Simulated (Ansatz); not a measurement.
## BN: single point with PBE

BN:

```
N B
1.0
     2.55394    0.00000    0.00000
    -1.27697    2.21178    0.00000
     0.00000    0.00000    4.22685
N B
2 2
Direct
  0.33333 0.66667 0.12528
  0.66667 0.33333 0.62528
  0.33333 0.66667 0.49972
  0.66667 0.33333 0.99972
```

Measurements of this composition are mostly on another form, of space group No. 194.

```
Program             : Ansatz 0.2.0
Task                : single point
Functional          : PBE
Potentials or basis : Ansatz PAW
Cutoff              : 420 eV (not typed: the program's choice for these potentials)
k mesh              : 12 × 12 × 6
Occupations         : gaussian, width 0.014 eV
Spin                : no spin polarisation
```

The pressure is 0.0 GPa, the largest force is 0.016 eV/Å and the band gap on the k mesh is 5.21 eV, indirect (least direct gap 8.24 eV).

Forces on the atoms (eV/Å):
```
N    0.000  0.000 -0.016
N    0.000  0.000 -0.016
B    0.000  0.000  0.016
B    0.000  0.000  0.016
```

Stress tensor (GPa, compression positive):
```
 0.20  0.00  0.00
 0.00  0.20  0.00
 0.00  0.00 -0.52
```

Levels at points of the mesh, in eV from the valence-band top:
| k point | band 6 | band 7 | band 8 | band 9 | band 10 | band 11 |
| --- | --- | --- | --- | --- | --- | --- |
| (0.00, 0.00, 0.00) | -0.27 | 0.00 | 0.00 | 8.35 | 8.35 | 8.54 |
| (0.00, 0.00, -0.50) | -1.16 | -1.16 | -1.16 | 9.41 | 9.41 | 9.89 |
| (0.00, -0.50, 0.00) | -4.93 | -4.36 | -2.09 | 6.69 | 7.94 | 10.56 |
| (0.00, -0.50, -0.50) | -3.73 | -3.55 | -3.55 | 6.56 | 6.56 | 9.98 |

It took 5.8 s on 2 threads of Intel(R) Xeon(R) Processor @ 2.50GHz (Skylake/Cascade Lake), with other jobs on the host, peak memory 0.33 GiB.

Caveat: the pressure holds a Pulay correction of +1.1 GPa for the finite cutoff. A k mesh can miss the band edges.
